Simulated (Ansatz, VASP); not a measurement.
# KI in VASP and in Ansatz

INCAR

```
  PREC = Accurate
  ENCUT = 520
  EDIFF = 1E-8
  ISMEAR = 0
  SIGMA = 0.01
  LREAL = F
  LASPH = T
  NELM = 100
  ALGO = Normal
  ISIF = 2
  LWAVE = F
  LCHARG = F
  GGA = PE
  LEFG = T
  NBANDS = 42
```

The input KPOINTS:

```
Automatic mesh
0
Gamma
  3 3 3
```

POSCAR

```
KI
1.0
    7.0848712314      0.0000000000      0.0000000000
    0.0000000000      7.0848712314      0.0000000000
    0.0000000000      0.0000000000      7.0848712314
K I
4 4
Direct
    0.0000000000      0.0000000000      0.0000000000
    0.5000000000      0.5000000000      0.0000000000
    0.5000000000      0.0000000000      0.5000000000
    0.0000000000      0.5000000000      0.5000000000
    0.5000000000      0.5000000000      0.5000000000
    0.0000000000      0.0000000000      0.5000000000
    0.0000000000      0.5000000000      0.0000000000
    0.5000000000      0.0000000000      0.0000000000
```

Input for Ansatz:

```yaml
crystal:
  lattice:
    - [7.0848712314, 0.0, 0.0]
    - [0.0, 7.0848712314, 0.0]
    - [0.0, 0.0, 7.0848712314]
  atoms:
    - { symbol: K, position: [0.0, 0.0, 0.0] }
    - { symbol: K, position: [0.5, 0.5, 0.0] }
    - { symbol: K, position: [0.5, 0.0, 0.5] }
    - { symbol: K, position: [0.0, 0.5, 0.5] }
    - { symbol: I, position: [0.5, 0.5, 0.5] }
    - { symbol: I, position: [0.0, 0.0, 0.5] }
    - { symbol: I, position: [0.0, 0.5, 0.0] }
    - { symbol: I, position: [0.5, 0.0, 0.0] }
kpoints:
  mp_grid: { grid: [3, 3, 3] }
scf:
  occupations: { method: fixed }
hamiltonian:
  xc: pbe
  pseudopotentials: { kind: paw }
output:
  forces: true
  efg:
    quadrupole_moments_barn: { K: 0.0603, I: -0.68822 }
    contact_densities: true
  core_levels:
    shells: { K: "2p", I: "3d" }
    counted_from: valence_top
    eps_inf: [2.861, 2.861, 2.861]
    add_spin: false
```

Alike in both runs: task electric field gradients; functional PBE; k mesh 3 × 3 × 3; no spin polarisation.

```csv
,VASP,Ansatz
version,VASP 6.6.1,Ansatz 0.2.0
potentials or method,"VASP PAW PBE potentials, release 64 (K_sv, I)","plane-wave PAW, scalar-relativistic"
plane-wave cutoff (eV),520,420
occupations,"gaussian, width 0.01 eV",fixed
valence electrons in the cell,64,104
```

Ansatz gave:

* gap on the k mesh at the Fermi level (eV): 3.95
* Vzz of the field gradient on the site that differs most (V/Å²): 0.0

Q: Estimate VASP's values.

A: gap on the k mesh at the Fermi level (eV): 3.94; Vzz of the field gradient on the site that differs most (V/Å²): 0.0.

The two sets of potentials don't hold the same shells in valence. Ansatz warned: «gradients_without_spin_orbit».

Caveats: spin-orbit coupling is left out, which moves the levels of the heavy elements. Expect the measured gap to be larger: semilocal functionals such as PBE lack the derivative discontinuity.
